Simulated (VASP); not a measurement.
Input of a VASP 6.6.1 run:

File INCAR:

```
ALGO = Normal
EDIFF = 1E-7
EDIFFG = -0.005
ENCUT = 600
GGA = PE
IBRION = 2
ISIF = 3
ISMEAR = 1
LASPH = T
LCHARG = F
LREAL = F
LWAVE = F
NELM = 120
NSW = 60
PREC = Accurate
SIGMA = 0.1
```

File KPOINTS:

```
k-points
0
Gamma
  16 16 8
```

Contents of POSCAR:

```
Mg
1.0
    3.1800000000      0.0000000000      0.0000000000
   -1.5900000000      2.7539607800      0.0000000000
    0.0000000000      0.0000000000      5.1600000000
Mg
2
Direct
    0.3333333300      0.6666666700      0.2500000000
    0.6666666700      0.3333333300      0.7500000000
```

Potentials or basis: VASP PAW PBE potentials, release 64 (Mg).

The run is started by

```sh
$ cat potpaw_PBE.64/Mg/POTCAR > POTCAR
$ mpirun -np 1 vasp_std > vasp.out
```

Task: Estimate the relaxed volume.

Result: 22.88 Å³/atom.

Task: What does it give for the space group after relaxing (to 0.05 Å)?

Result: P6_3/mmc (No. 194).

Task: What does it give for the relaxed cell?

Result: a = 3.202 Å, b = 3.202 Å, c = 5.153 Å, α = 90.00°, β = 90.00°, γ = 120.00°.

Task: What does it give for the band gap on the k mesh?

Result: None (metal or under the smearing width).

The path:
```csv
step,energy change (eV),largest force (eV/Å),pressure (GPa),volume (Å³)
1,0.0000,0.0000,0.46,45.19
2,-0.0009,0.0000,0.10,45.61
3,-0.0010,0.0000,-0.05,45.81
4,-0.0010,0.0000,-0.04,45.79
5,-0.0011,0.0000,-0.03,45.78
6,-0.0011,0.0000,-0.01,45.75
```
